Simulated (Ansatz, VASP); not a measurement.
This is a calculation of Si for Ansatz 0.2.0.

File input.yaml:

```yaml
crystal:
  lattice:
    - [0.0, 2.7218511865, 2.7218511865]
    - [2.7218511865, 0.0, 2.7218511865]
    - [2.7218511865, 2.7218511865, 0.0]
  atoms:
    - { symbol: Si, position: [0.5, 0.5, 0.5] }
    - { symbol: Si, position: [0.75, 0.75, 0.75] }
kpoints:
  mp_grid: { grid: [8, 8, 8] }
scf:
  occupations: { method: gaussian, width: 0.027 }
hamiltonian:
  xc: pbe
  pseudopotentials: { kind: all_electron, lapw: { basis_error: 0.001 } }
output:
  forces: true
  stress: true
  eigenvalues: true
```

Potentials or basis: all-electron LAPW, scalar-relativistic.

The run is started by

```bash
$ ansatz run input.yaml --threads 1 --pin off --max-ram 3072MiB --backend cpu --events-out ev --progress --plain --runs-dir out
```

**Question.** Translate it to VASP 6.6.1. Potentials there: VASP PAW PBE potentials, release 64 (Si).

**Answer.** As run (the cutoff follows the program's own potentials):

The input INCAR:

```
PREC = Accurate
ENCUT = 520
EDIFF = 1E-7
ISMEAR = 0
SIGMA = 0.027000000000000003
LREAL = F
LASPH = T
NELM = 80
ALGO = Normal
ISIF = 2
LWAVE = F
LCHARG = F
GGA = PE
NBANDS = 11
```

KPOINTS

```
regular mesh
0
Gamma
  8 8 8
```

POSCAR

```
Si
1.0
    0.0000000000      2.7218511865      2.7218511865
    2.7218511865      0.0000000000      2.7218511865
    2.7218511865      2.7218511865      0.0000000000
Si
2
Direct
    0.5000000000      0.5000000000      0.5000000000
    0.7500000000      0.7500000000      0.7500000000
```

Potentials or basis: VASP PAW PBE potentials, release 64 (Si).

Command:

```console
$ cat potpaw_PBE.64/Si/POTCAR > POTCAR
$ mpirun -np 1 vasp_std > vasp.out
```

Both were run:

|  | VASP | Ansatz | Ansatz less VASP |
| --- | --- | --- | --- |
| gap on the k mesh at the Fermi level (eV) | 0.63 | 0.63 | -0.001 |
| least direct gap on the mesh (eV) | 2.56 | 2.56 | -0.004 |
| pressure (GPa) | 1.3 | 1.3 | +0.05 |

Ansatz ran all-electron here, so the differences hold the error of VASP's frozen core and of both bases.

A k mesh can miss the band edges. Expect the measured gap to be larger: semilocal functionals such as PBE lack the derivative discontinuity.
